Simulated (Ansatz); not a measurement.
**Al(100) film, 5 layers, cover N: surface scattering**

Wanted: the relaxed structure and the transmission of Al(100) film, 5 layers, cover N.

Calculated with Ansatz 0.2.0; Ansatz plane-wave DFT, PBE, PAW files; relaxation of the atoms about the surface defect; PAW set soft_1, in the first sound run; inputs show where later runs differ.

## 1. The structure

The cell holds 68 atoms: 65 Al and 3 N. Cell: a = 21.120 Å, b = 2.862 Å, c = 37.211 Å, α = 90.0°, β = 90.0°, γ = 90.0°. It derives from Al. Vacuum lies along a. The structure's axis is c.

## 2. Relaxing about the defect

The neighbours of the defect are let go while the lead's layers stay on their sites, since a lead must repeat to 0.01 Å.

Input file input.yaml:

```yaml
crystal:
  lattice:
    - [21.119925, 0.0, 0.0]
    - [0.0, 2.862347037, 0.0]
    - [0.0, 0.0, 37.2105114815]
  atoms:
    - { symbol: Al, position: [0.2130689385, 0.0, 0.0] }
    - { symbol: Al, position: [0.3089019019, 0.5, 0.0384615385] }
    - { symbol: Al, position: [0.4047348653, 0.0, 0.0] }
    - { symbol: Al, position: [0.5005678287, 0.5, 0.0384615385] }
    - { symbol: Al, position: [0.5964007921, 0.0, 0.0] }
    - { symbol: Al, position: [0.2130689385, 0.0, 0.0769230769] }
    - { symbol: Al, position: [0.3089019019, 0.5, 0.1153846154] }
    - { symbol: Al, position: [0.4047348653, 0.0, 0.0769230769] }
    - { symbol: Al, position: [0.5005678287, 0.5, 0.1153846154] }
    - { symbol: Al, position: [0.5964007921, 0.0, 0.0769230769] }
    - { symbol: Al, position: [0.2130689385, 0.0, 0.1538461538] }
    - { symbol: Al, position: [0.3089019019, 0.5, 0.1923076923] }
    - { symbol: Al, position: [0.4047348653, 0.0, 0.1538461538] }
    - { symbol: Al, position: [0.5005678287, 0.5, 0.1923076923] }
    - { symbol: Al, position: [0.5964007921, 0.0, 0.1538461538] }
    - { symbol: Al, position: [0.2130689385, 0.0, 0.2307692308] }
    - { symbol: Al, position: [0.3089019019, 0.5, 0.2692307692] }
    - { symbol: Al, position: [0.4047348653, 0.0, 0.2307692308] }
    - { symbol: Al, position: [0.5005678287, 0.5, 0.2692307692] }
    - { symbol: Al, position: [0.5964007921, 0.0, 0.2307692308] }
    - { symbol: Al, position: [0.2130689385, 0.0, 0.3076923077] }
    - { symbol: Al, position: [0.3089019019, 0.5, 0.3461538462] }
    - { symbol: Al, position: [0.4047348653, 0.0, 0.3076923077] }
    - { symbol: Al, position: [0.5005678287, 0.5, 0.3461538462] }
    - { symbol: Al, position: [0.5964007921, 0.0, 0.3076923077] }
    - { symbol: Al, position: [0.2130689385, 0.0, 0.3846153846] }
    - { symbol: Al, position: [0.3089019019, 0.5, 0.4230769231] }
    - { symbol: Al, position: [0.4047348653, 0.0, 0.3846153846] }
    - { symbol: Al, position: [0.5005678287, 0.5, 0.4230769231] }
    - { symbol: Al, position: [0.5964007921, 0.0, 0.3846153846] }
    - { symbol: Al, position: [0.2130689385, 0.0, 0.4615384615] }
    - { symbol: Al, position: [0.3089019019, 0.5, 0.5] }
    - { symbol: Al, position: [0.4047348653, 0.0, 0.4615384615] }
    - { symbol: Al, position: [0.5005678287, 0.5, 0.5] }
    - { symbol: Al, position: [0.5964007921, 0.0, 0.4615384615] }
    - { symbol: Al, position: [0.2130689385, 0.0, 0.5384615385] }
    - { symbol: Al, position: [0.3089019019, 0.5, 0.5769230769] }
    - { symbol: Al, position: [0.4047348653, 0.0, 0.5384615385] }
    - { symbol: Al, position: [0.5005678287, 0.5, 0.5769230769] }
    - { symbol: Al, position: [0.5964007921, 0.0, 0.5384615385] }
    - { symbol: Al, position: [0.2130689385, 0.0, 0.6153846154] }
    - { symbol: Al, position: [0.3089019019, 0.5, 0.6538461538] }
    - { symbol: Al, position: [0.4047348653, 0.0, 0.6153846154] }
    - { symbol: Al, position: [0.5005678287, 0.5, 0.6538461538] }
    - { symbol: Al, position: [0.5964007921, 0.0, 0.6153846154] }
    - { symbol: Al, position: [0.2130689385, 0.0, 0.6923076923] }
    - { symbol: Al, position: [0.3089019019, 0.5, 0.7307692308] }
    - { symbol: Al, position: [0.4047348653, 0.0, 0.6923076923] }
    - { symbol: Al, position: [0.5005678287, 0.5, 0.7307692308] }
    - { symbol: Al, position: [0.5964007921, 0.0, 0.6923076923] }
    - { symbol: Al, position: [0.2130689385, 0.0, 0.7692307692] }
    - { symbol: Al, position: [0.3089019019, 0.5, 0.8076923077] }
    - { symbol: Al, position: [0.4047348653, 0.0, 0.7692307692] }
    - { symbol: Al, position: [0.5005678287, 0.5, 0.8076923077] }
    - { symbol: Al, position: [0.5964007921, 0.0, 0.7692307692] }
    - { symbol: Al, position: [0.2130689385, 0.0, 0.8461538462] }
    - { symbol: Al, position: [0.3089019019, 0.5, 0.8846153846] }
    - { symbol: Al, position: [0.4047348653, 0.0, 0.8461538462] }
    - { symbol: Al, position: [0.5005678287, 0.5, 0.8846153846] }
    - { symbol: Al, position: [0.5964007921, 0.0, 0.8461538462] }
    - { symbol: Al, position: [0.2130689385, 0.0, 0.9230769231] }
    - { symbol: Al, position: [0.3089019019, 0.5, 0.9615384615] }
    - { symbol: Al, position: [0.4047348653, 0.0, 0.9230769231] }
    - { symbol: Al, position: [0.5005678287, 0.5, 0.9615384615] }
    - { symbol: Al, position: [0.5964007921, 0.0, 0.9230769231] }
    - { symbol: "N", position: [0.6348962265, 0.5, 0.4230769231] }
    - { symbol: "N", position: [0.6348962265, 0.5, 0.5] }
    - { symbol: "N", position: [0.6348962265, 0.5, 0.5769230769] }
kpoints:
  mp_grid: { grid: [1, 8, 1] }
hamiltonian:
  xc: pbe
  pseudopotentials: { kind: paw, azcp: { folder: soft_1 } }
scf:
  occupations: { method: fermi_dirac, width: 0.1 }
relax:
  f_tol: 0.03
  max_steps: 40
  constraints:
    - { sites: [0, 1, 2, 3, 4, 5, 6, 7, 8, 9, 10, 11, 12, 13, 14, 15, 16, 17, 18, 19, 20, 21, 22, 24, 25, 26, 27, 30, 31, 32, 35, 36, 37, 40, 41, 42, 45, 46, 47, 48, 49, 50, 51, 52, 53, 54, 55, 56, 57, 58, 59, 60, 61, 62, 63, 64] }
```

Started as:

```bash
> ansatz run input.yaml --threads 8 --pin off --max-ram 15360MiB --backend cpu --events-out ev --progress --plain --runs-dir out
```

Numbers of over 12 decimals in the logs are rounded to 6 here.

What it wrote:

```text
Engine: ansatz 0.2.0, x86_64-unknown-linux-gnu
Pseudopotentials: kind: paw
Pseudopotential: Al, paw, valence charge 3, recommended cutoff 420 eV (normal), soft_1/Al.paw.azcp
Pseudopotential: N, paw, valence charge 5, recommended cutoff 420 eV (normal), soft_1/N.paw.azcp
Functional definition: PBE
  parameter kappa = 0.804
  parameter beta = 0.066725
  exchange = pbe_x(kappa = kappa, mu = beta*pi^2/3)
  correlation = pbe_c(beta = beta)
Crystal: 68 atoms, lattice volume = 2249.470 Å³
Basis set: ecut = 420 eV, 43999 PW (Γ), exchange–correlation on 288×40×500 points (8 copies of the dense FFT grid, shifted against one another)
Bands: 173, of which v1, the nominal top of the filled ones, is band 105 counted from 1 (104 counted from 0)
Symmetry: 4 space group operations
Space group: Pmm2 (ITA 25), of the structure as read, at distance tolerance 1.3e-4 Å
k-points: 5 of 8
Non-local potential: Al, projectors of the file, l = 0: 2, l = 1: 2, l = 2: 1
Non-local potential: N, projectors of the file, l = 0: 2, l = 1: 2, l = 2: 1
PAW form: soft (Blöchl's): semilocal exchange-correlation on the pseudo side does not see the compensation charge
PAW one-centre angular grid: Al, 110 points (default); XC on 64 Gauss nodes
PAW one-centre angular grid: N, 110 points (default); XC on 64 Gauss nodes
Initial density: superposition of atomic densities (neutral atoms: chi_scale 0, normalization atom)
Initial wavefunctions: pseudopotential atomic-orbital guess
Functional: x = pbe(κ = 0.804, μ = 0.219515), c = pbe(β = 0.066725)
SCF iter   1: F=—  HF=-36092.847758 eV  |F-HF|=—  |Δ(HF+E_count)|=         —  Δρ=3.58e-2  dr2=1.60e2  ethr=3.10e-3  ⟨swp⟩=8.2  Hψ=5127  notcnv=0  defer=29
preconditioner: auto → LDOS  [metal: Δε(μ)=0.014 eV  Ē_g=6.650 eV  σ=0.100 eV  W_gap=0.03  n_scr=212 (ndim 8)  ℏωp=11.2 eV  f_vac=0.373  D(μ)=29.53/eV (n_scr^D=148)  β→1.0]
SCF iter   2: F=—  HF=-36088.382027 eV  |F-HF|=—  |Δ(HF+E_count)|=    4.47e0  Δρ=5.12e-2  dr2=3.94e2  ethr=3.10e-3  ⟨swp⟩=6.0  Hψ=3209  notcnv=0  defer=90  recentre
SCF iter   3: F=—  HF=-36079.450895 eV  |F-HF|=—  |Δ(HF+E_count)|=    8.93e0  Δρ=1.44e-2  dr2=3.76e1  ethr=3.10e-3  ⟨swp⟩=4.2  Hψ=2650  notcnv=0  defer=69
SCF iter   4: F=—  HF=-36076.874731 eV  |F-HF|=—  |Δ(HF+E_count)|=    2.58e0  Δρ=3.49e-3  dr2=8.31e-1  ethr=3.10e-3  ⟨swp⟩=3.2  Hψ=1512  notcnv=0  defer=80
SCF iter   5: F=—  HF=-36076.865372 eV  |F-HF|=—  |Δ(HF+E_count)|=   9.36e-3  Δρ=8.95e-4  dr2=2.14e-2  ethr=3.96e-4  ⟨swp⟩=2.0  Hψ=1426  notcnv=0  defer=86
SCF iter   6: F=—  HF=-36076.863649 eV  |F-HF|=—  |Δ(HF+E_count)|=   1.72e-3  Δρ=1.27e-4  dr2=3.23e-3  ethr=1.02e-5  ⟨swp⟩=2.4  Hψ=1420  notcnv=0  defer=86
SCF iter   7: F=—  HF=-36076.863723 eV  |F-HF|=—  |Δ(HF+E_count)|=   7.41e-5  Δρ=4.29e-5  dr2=1.94e-4  ethr=1.54e-6  ⟨swp⟩=2.0  Hψ=1104  notcnv=0  defer=86
SCF iter   8: F=-36076.863731 eV  HF=-36076.863743 eV  |F-HF|=1.20e-5  |Δ(HF+E_count)|=   2.00e-5  Δρ=1.42e-5  dr2=1.65e-5  ethr=1.07e-8  ⟨swp⟩=3.6  Hψ=3319  notcnv=0
SCF 1 converged in 8 iterations: F = -36076.863731 eV  dr2 = 1.65e-5
  greatest PAW one-centre occupation: 0.817 electrons in one spin orbital (limit 2), on the N atom at site 66 (counted from 0), in its partial waves of l = 0
relax step   1: F+E_penalty+E_count = -36076.86373117 eV  Δ(F+E_penalty+E_count) = +0.000e0 eV  max|allowed force component| = 3.781e0 eV/Å  Δτ_max = 0.0000 Å  (8 SCF iters, dr2 threshold 2.25e-5 eV, accepted)
Initial density: handed on by an earlier stage of this run
Initial wavefunctions: those handed on with the density
iter 1 solved again at ethr=1.09e-3 eV; its pass at ethr=3.10e-3 eV (dr2=2.29e0 eV) is discarded
SCF iter   1: F=—  HF=-36080.254729 eV  |F-HF|=—  |Δ(HF+E_count)|=         —  Δρ=6.70e-3  dr2=1.88e0  ethr=1.09e-3  ⟨swp⟩=1.2  Hψ=3298  notcnv=0  defer=76
preconditioner: auto → LDOS  [metal: Δε(μ)=0.003 eV  Ē_g=6.555 eV  σ=0.100 eV  W_gap=0.01  n_scr=212 (ndim 8)  ℏωp=11.3 eV  f_vac=0.392  D(μ)=30.83/eV (n_scr^D=160)  β→1.0]
SCF iter   2: F=—  HF=-36079.955826 eV  |F-HF|=—  |Δ(HF+E_count)|=   2.99e-1  Δρ=4.56e-3  dr2=4.66e-1  ethr=8.95e-4  ⟨swp⟩=3.6  Hψ=1996  notcnv=0  defer=76
SCF iter   3: F=—  HF=-36079.845152 eV  |F-HF|=—  |Δ(HF+E_count)|=   1.11e-1  Δρ=4.00e-4  dr2=1.04e-2  ethr=2.22e-4  ⟨swp⟩=2.2  Hψ=1699  notcnv=0  defer=77
SCF iter   4: F=—  HF=-36079.843942 eV  |F-HF|=—  |Δ(HF+E_count)|=   1.21e-3  Δρ=9.15e-5  dr2=2.21e-4  ethr=4.98e-6  ⟨swp⟩=3.0  Hψ=1604  notcnv=0  defer=77
SCF iter   5: F=-36079.843970 eV  HF=-36079.843961 eV  |F-HF|=8.66e-6  |Δ(HF+E_count)|=   1.94e-5  Δρ=2.25e-5  dr2=1.29e-5  ethr=4.76e-8  ⟨swp⟩=3.0  Hψ=3388  notcnv=0
SCF 2 converged in 5 iterations: F = -36079.843970 eV  dr2 = 1.29e-5
  greatest PAW one-centre occupation: 0.802 electrons in one spin orbital (limit 2), on the N atom at site 67 (counted from 0), in its partial waves of l = 0
relax step   2: F+E_penalty+E_count = -36079.84396997 eV  Δ(F+E_penalty+E_count) = -2.980e0 eV  max|allowed force component| = 2.253e0 eV/Å  Δτ_max = 0.1979 Å  (5 SCF iters, dr2 threshold 1.00e-4 eV, accepted)
iter 1 solved again at ethr=1.48e-3 eV; its pass at ethr=3.10e-3 eV (dr2=3.11e0 eV) is discarded
SCF iter   1: F=—  HF=-36081.387568 eV  |F-HF|=—  |Δ(HF+E_count)|=         —  Δρ=5.02e-3  dr2=2.83e0  ethr=1.48e-3  ⟨swp⟩=1.0  Hψ=3591  notcnv=0  defer=71
preconditioner: auto → LDOS  [metal: Δε(μ)=0.013 eV  Ē_g=6.455 eV  σ=0.100 eV  W_gap=0.03  n_scr=212 (ndim 8)  ℏωp=11.2 eV  f_vac=0.392  D(μ)=30.56/eV (n_scr^D=156)  β→1.0]
SCF iter   2: F=—  HF=-36081.159467 eV  |F-HF|=—  |Δ(HF+E_count)|=   2.28e-1  Δρ=4.09e-3  dr2=7.06e-1  ethr=1.35e-3  ⟨swp⟩=7.0  Hψ=3076  notcnv=0  defer=85
SCF iter   3: F=—  HF=-36080.972590 eV  |F-HF|=—  |Δ(HF+E_count)|=   1.87e-1  Δρ=3.97e-4  dr2=1.55e-2  ethr=3.36e-4  ⟨swp⟩=5.0  Hψ=1940  notcnv=0  defer=83
SCF iter   4: F=—  HF=-36080.969119 eV  |F-HF|=—  |Δ(HF+E_count)|=   3.47e-3  Δρ=1.02e-4  dr2=3.30e-4  ethr=7.38e-6  ⟨swp⟩=2.4  Hψ=1634  notcnv=0  defer=78
SCF iter   5: F=-36080.969193 eV  HF=-36080.969201 eV  |F-HF|=7.18e-6  |Δ(HF+E_count)|=   8.18e-5  Δρ=3.52e-5  dr2=6.12e-5  ethr=4.76e-8  ⟨swp⟩=3.2  Hψ=3365  notcnv=0
SCF 3 converged in 5 iterations: F = -36080.969193 eV  dr2 = 6.12e-5
  greatest PAW one-centre occupation: 0.799 electrons in one spin orbital (limit 2), on the N atom at site 67 (counted from 0), in its partial waves of l = 0
relax step   3: F+E_penalty+E_count = -36080.96919343 eV  Δ(F+E_penalty+E_count) = -1.125e0 eV  max|allowed force component| = 6.364e-1 eV/Å  Δτ_max = 0.1947 Å  (5 SCF iters, dr2 threshold 1.00e-4 eV, accepted)
[...]
SCF 7 converged in 6 iterations: F = -36081.146512 eV  dr2 = 1.77e-8
relax step   7: F+E_penalty+E_count = -36081.14651224 eV  Δ(F+E_penalty+E_count) = -1.765e-3 eV  max|allowed force component| = 2.817e-2 eV/Å  Δτ_max = 0.0130 Å  (6 SCF iters, accepted)
SCF converged after 6 iterations
Free energy (F): -36081.146512 eV
Harris-Foulkes:  -36081.146512 eV  (|F-HF|=1.09e-10)
Internal energy: -36080.191847 eV  (E = F + TS)
E sigma→0 (E₀):  -36080.669180 eV
Entropy (-TS):   -0.954665 eV (-14.039 meV/atom)
Fermi energy:    1.785974 eV
--- Per-component energies (eV) ---
  E_band       = -578.489028
  E_kinetic    = 1794.637690
  E_local      = -36157.444002  (includes V_loc(G=0)·N_el)
  E_nonlocal   = 755.850576
  E_hartree    = 17694.686425
  E_xc         = -2594.041404
  E_vxc        = -2076.247161  (∫ρ·V_xc dr)
  E_paw        = -30891.639038  (= ΣΔE_a)
  E_vpaw       = -284.658864  (= ΣTr[D̂ρ^β])
  E_aug_tail   = 0.002449  (compensation charges beyond the density's cutoff)
  E_ewald      = 13317.755457
  E_smearing   = -0.954665  (= −TS)
  E_closure    = -0.000000  (closes the sum)
  Σ components = -36081.146512   (vs F -36081.146512, Δ=0.00e0)
--- Forces (eV/Å), atoms counted from 1 ---
  atom   1  Al    -0.05479740     0.00000000     0.00000000
  atom   2  Al     0.04860671     0.00000000    -0.01535778
  atom   3  Al    -0.01624983     0.00000000     0.00000000
  atom   4  Al    -0.10732822    -0.00000000    -0.01307576
  atom   5  Al     0.08969825     0.00000000     0.00000000
  atom   6  Al    -0.03874848    -0.00000000     0.00904307
  atom   7  Al     0.06199671     0.00000000     0.01755399
  atom   8  Al     0.00284846     0.00000000     0.01398467
  atom   9  Al    -0.09950087    -0.00000000     0.00437559
  atom  10  Al     0.08967663     0.00000000     0.00501743
  atom  11  Al    -0.03396414    -0.00000000     0.00029307
  atom  12  Al     0.07325573     0.00000000    -0.01424257
  atom  13  Al    -0.02169051     0.00000000     0.00937195
  atom  14  Al    -0.10423420    -0.00000000    -0.00867871
  atom  15  Al     0.08884931     0.00000000    -0.01064424
  atom  16  Al    -0.03672176     0.00000000    -0.04204726
  atom  17  Al     0.08685581    -0.00000000     0.00583333
  atom  18  Al     0.00113900     0.00000000    -0.03768376
  atom  19  Al    -0.11482298     0.00000000    -0.00975030
  atom  20  Al     0.07580021     0.00000000    -0.01485631
  atom  21  Al    -0.13124669     0.00000000     0.06400073
  atom  22  Al     0.13303087     0.00000000    -0.03012076
  atom  23  Al     0.00304685     0.00000000     0.06516602
  atom  24  Al    -0.00329192     0.00000000    -0.00323380
  atom  25  Al     0.12923574    -0.00000000     0.39031278
  atom  26  Al    -0.10645178     0.00000000     0.00742056
  atom  27  Al     0.18707409     0.00000000    -0.05692377
  atom  28  Al    -0.06171183     0.00000000     0.00649420
  atom  29  Al     0.00645802     0.00000000     0.00449827
  atom  30  Al     0.00017565     0.00000000     0.00095024
  atom  31  Al    -0.16337376    -0.00000000     0.05833508
  atom  32  Al     0.20213630     0.00000000     0.00000000
  atom  33  Al    -0.07096787     0.00000000     0.10384814
  atom  34  Al     0.00278955     0.00000000     0.00000000
  atom  35  Al    -0.00561521     0.00000000     0.02817253
  atom  36  Al    -0.16337376     0.00000000    -0.05833508
  atom  37  Al     0.18707409     0.00000000     0.05692377
  atom  38  Al    -0.07096787     0.00000000    -0.10384814
  atom  39  Al     0.00645802     0.00000000    -0.00449827
  atom  40  Al    -0.00561521     0.00000000    -0.02817253
[...]
atom  57  Al     0.06199671     0.00000000    -0.01755399
  atom  58  Al    -0.02169051     0.00000000    -0.00937195
  atom  59  Al    -0.09950087    -0.00000000    -0.00437559
  atom  60  Al     0.08884931     0.00000000     0.01064424
  atom  61  Al    -0.03874848     0.00000000    -0.00904307
  atom  62  Al     0.04860671     0.00000000     0.01535778
  atom  63  Al     0.00284846     0.00000000    -0.01398467
  atom  64  Al    -0.10732822    -0.00000000     0.01307576
  atom  65  Al     0.08967663     0.00000000    -0.00501743
  atom  66  N     -0.00010174     0.00000000    -0.00591437
  atom  67  N     -0.00014639     0.00000000     0.00000000
  atom  68  N     -0.00010174     0.00000000     0.00591437
  max |Σ_I F_I| component: 1.38e-5 eV/Å
--- Relaxed structure (7 steps of the walk, 7 accepted, 0 SCFs on fresh bases) ---
  F+E_penalty+E_count = -36081.14651224 eV   max|allowed force component| = 2.817e-2 eV/Å
  atoms:
    - { symbol: Al, position: [0.2130689385, 0.0, 0.0] }
    - { symbol: Al, position: [0.3089019019, 0.5, 0.038462] }
    - { symbol: Al, position: [0.4047348653, 0.0, 0.0] }
    - { symbol: Al, position: [0.5005678287, 0.5, 0.038462] }
    - { symbol: Al, position: [0.5964007921, 0.0, 0.0] }
    - { symbol: Al, position: [0.2130689385, 0.0, 0.076923] }
    - { symbol: Al, position: [0.3089019019, 0.5, 0.115385] }
    - { symbol: Al, position: [0.4047348653, 0.0, 0.076923] }
    - { symbol: Al, position: [0.5005678287, 0.5, 0.115385] }
    - { symbol: Al, position: [0.5964007921, 0.0, 0.076923] }
    - { symbol: Al, position: [0.2130689385, 0.0, 0.153846] }
    - { symbol: Al, position: [0.3089019019, 0.5, 0.1923076923] }
    - { symbol: Al, position: [0.4047348653, 0.0, 0.153846] }
    - { symbol: Al, position: [0.5005678287, 0.5, 0.1923076923] }
    - { symbol: Al, position: [0.5964007921, 0.0, 0.153846] }
    - { symbol: Al, position: [0.2130689385, 0.0, 0.230769] }
    - { symbol: Al, position: [0.3089019019, 0.5, 0.2692307692] }
    - { symbol: Al, position: [0.4047348653, 0.0, 0.230769] }
    - { symbol: Al, position: [0.5005678287, 0.5, 0.2692307692] }
    - { symbol: Al, position: [0.5964007921, 0.0, 0.230769] }
    - { symbol: Al, position: [0.2130689385, 0.0, 0.3076923077] }
    - { symbol: Al, position: [0.3089019019, 0.5, 0.346154] }
    - { symbol: Al, position: [0.4047348653, 0.0, 0.3076923077] }
    - { symbol: Al, position: [0.499679, 0.5, 0.346272] }
    - { symbol: Al, position: [0.5964007921, 0.0, 0.3076923077] }
    - { symbol: Al, position: [0.2130689385, 0.0, 0.3846153846] }
    - { symbol: Al, position: [0.3089019019, 0.5, 0.423077] }
    - { symbol: Al, position: [0.4047348653, 0.0, 0.3846153846] }
    - { symbol: Al, position: [0.499813, 0.5, 0.423750] }
    - { symbol: Al, position: [0.598483, 0, 0.386317] }
    - { symbol: Al, position: [0.2130689385, 0.0, 0.461538] }
    - { symbol: Al, position: [0.3089019019, 0.5, 0.5] }
    - { symbol: Al, position: [0.4047348653, 0.0, 0.461538] }
    - { symbol: Al, position: [0.499993, 0.5, 0.5] }
    - { symbol: Al, position: [0.600027, 0, 0.462495] }
    - { symbol: Al, position: [0.2130689385, 0.0, 0.5384615385] }
    - { symbol: Al, position: [0.3089019019, 0.5, 0.576923] }
    - { symbol: Al, position: [0.4047348653, 0.0, 0.5384615385] }
    - { symbol: Al, position: [0.499813, 0.5, 0.576250] }
    - { symbol: Al, position: [0.600027, 0, 0.537505] }
[...]
- { symbol: Al, position: [0.5005678287, 0.5, 0.8076923077] }
    - { symbol: Al, position: [0.5964007921, 0.0, 0.7692307692] }
    - { symbol: Al, position: [0.2130689385, 0.0, 0.846154] }
    - { symbol: Al, position: [0.3089019019, 0.5, 0.8846153846] }
    - { symbol: Al, position: [0.4047348653, 0.0, 0.846154] }
    - { symbol: Al, position: [0.5005678287, 0.5, 0.8846153846] }
    - { symbol: Al, position: [0.5964007921, 0.0, 0.846154] }
    - { symbol: Al, position: [0.2130689385, 0.0, 0.9230769231] }
    - { symbol: Al, position: [0.3089019019, 0.5, 0.961538] }
    - { symbol: Al, position: [0.4047348653, 0.0, 0.9230769231] }
    - { symbol: Al, position: [0.5005678287, 0.5, 0.961538] }
    - { symbol: Al, position: [0.5964007921, 0.0, 0.9230769231] }
    - { symbol: N, position: [0.601577, 0.5, 0.424248] }
    - { symbol: N, position: [0.606598, 0.5, 0.5] }
    - { symbol: N, position: [0.601577, 0.5, 0.575752] }
```

Wall time 3.8 min (8 threads of Intel Xeon at 2.70GHz, shared host); peak memory 7.3 GiB; 27 min of CPU time.

Relaxation path:

```csv
step,energy less that of the first step (eV),largest force component (eV/Å)
1,0.0000,3.7807
2,-2.9802,2.2532
3,-4.1055,0.6364
4,-4.1934,0.3109
5,-4.2641,0.1980
6,-4.2810,0.0736
7,-4.2828,0.0282
```

The run keeps the 4 symmetry operations that it works with, so distortions that break them were not tested.

The atoms that moved most (Å):

```csv
atom,dx,dy,dz,length
N66,-0.704,0.000,0.044,0.705
N68,-0.704,0.000,-0.044,0.705
N67,-0.598,0.000,0.000,0.598
Al40,0.077,0.000,-0.036,0.084
Al35,0.077,0.000,0.036,0.084
Al45,0.044,0.000,-0.063,0.077
Al30,0.044,0.000,0.063,0.077
Al39,-0.016,0.000,-0.025,0.030
```

Numbers from this step:

```
free energy             : -36081.1465 eV
energy at zero smearing : -36080.6692 eV
Fermi energy            : 1.786 eV
```

The largest force component on a free atom ends at 0.028 eV/Å, under the tolerance of 0.03, after 7 steps.

(Part 1 of 2 ends here.)

[Logs are printed without paths, hosts, clocks, repeated set-up lines and the standing remarks that a program may print on its own settings, such as how far it seeks lower states.]

[Hosts, paths, dates, database ids (printed as entryN), source tags and the programs' standing remarks are cut or masked in the printed files.]
